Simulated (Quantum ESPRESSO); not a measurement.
AlRu:

```xyz
2
Lattice="2.9916 0.0000 0.0000 0.0000 2.9916 0.0000 0.0000 0.0000 2.9916" Properties=species:S:1:pos:R:3 pbc="T T T"
Ru    1.4958    1.4958    1.4958
Al    0.0000    0.0000    0.0000
```

| Item | Value |
| --- | --- |
| Program | Quantum ESPRESSO 7.5 |
| Task | phonons |
| Functional | PBE |
| Potentials or basis | SSSP 1.3 efficiency PBE |
| Cutoff | 816 eV |
| Density cutoff | 5987 eV |
| k mesh | 9 × 9 × 9 |
| Occupations | cold, width 0.2 eV |
| Spin | no spin polarisation |
| Mixing beta | 0.5 |
| Most SCF iterations | 120 |
| SCF threshold | 4e-10 Ry |

Question: Which optical modes does the crystal have at the zone centre, and which show in infrared and Raman spectra?

Answer: The optical modes are T1u. Infrared active: T1u. None is Raman active.

Optical modes at Γ, degenerate ones joined:
```
cm⁻¹  components  symmetry  active in
 315           3       T1u         IR
```

Caveat: the mesh is thin for the phonons of a metal.
